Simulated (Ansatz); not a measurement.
Starting structure of a cell relaxation (symmetry kept):

```
Cu
1.0
     2.53076    0.00000    0.00000
    -1.26538    2.19171    0.00000
     0.00000    0.00000    8.26182
Cu
4
Direct
  0.00000 0.00000 0.00000
  0.33333 0.66667 0.25000
  0.00000 0.00000 0.50000
  0.66667 0.33333 0.75000
```

Level of theory: Ansatz, DFT PBE, scalar-relativistic, plane waves, PAW.

Plane waves to 420 eV, a k mesh through Γ of 18×18×6 on the computed 4-atom cell and Gaussian smearing (0.10 eV); no spin polarisation.

Question: What does it relax to?

Answer: The volume rises by 0.51 Å³/atom to 11.97 Å³/atom, and the energy falls by 10.3 meV/atom. Final structure:
```
CELL_PARAMETERS angstrom
2.56704 0.00000 0.00000
-1.28352 2.22312 0.00000
0.00000 0.00000 8.38656
ATOMIC_POSITIONS crystal
Cu 0.00000 0.00000 0.00000
Cu 0.33333 0.66667 0.25000
Cu 0.00000 0.00000 0.50000
Cu 0.66667 0.33333 0.75000
```

This form isn't the element's structure at ambient conditions.